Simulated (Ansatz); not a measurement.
## Ta: single point with PBEsol

The system is Ta.

```
Ta
1.0
     2.90037    0.00000    0.00000
    -1.45019    2.51180    0.00000
     0.00000    0.00000    5.16627
Ta
2
Direct
  0.33032 0.67247 0.24286
  0.66260 0.32497 0.75926
```

This isn't the form of Ta at room conditions, which is bcc.

The cell isn't the ideal one: atoms moved at random, drawn with an rms of 0.05 Å.

```yaml
Program: Ansatz 0.2.0
Task: single point
Functional: PBEsol
Potentials_or_basis: all-electron LAPW, scalar-relativistic
Cutoff: 252 eV (chosen from the basis error)
Basis_error_allowed: 0.001 eV/atom
k_mesh: 11 × 11 × 5
Occupations: fermi-dirac, width 0.05 eV
Spin: no spin polarisation
```

```yaml
Pressure: -6.8 GPa
Largest_force: 0.893 eV/Å
Band_gap_on_the_k_mesh: none (metal or under the smearing width)
```

Forces in eV/Å, atoms in the order of the input:
```
Ta  -0.023  0.040  0.892
Ta   0.023 -0.040 -0.892
```

Stress tensor (GPa, compression positive):
```
-8.26  0.29 -0.07
 0.29 -6.91  0.14
-0.07  0.14 -5.16
```

Levels at points of the mesh, in eV from the Fermi level:
| k point | band 34 | band 35 | band 36 | band 37 | band 38 | band 39 | band 40 | band 41 |
| --- | --- | --- | --- | --- | --- | --- | --- | --- |
| (0.00, 0.00, 0.00) | -4.93 | -0.65 | -0.03 | 0.53 | 0.57 | 1.08 | 1.14 | 2.85 |

It took 2.6 min on 1 thread of Arm Neoverse V1, on a shared host, peak memory 1.1 GiB.

Spin-orbit coupling is left out, which matters for the levels of Ta.
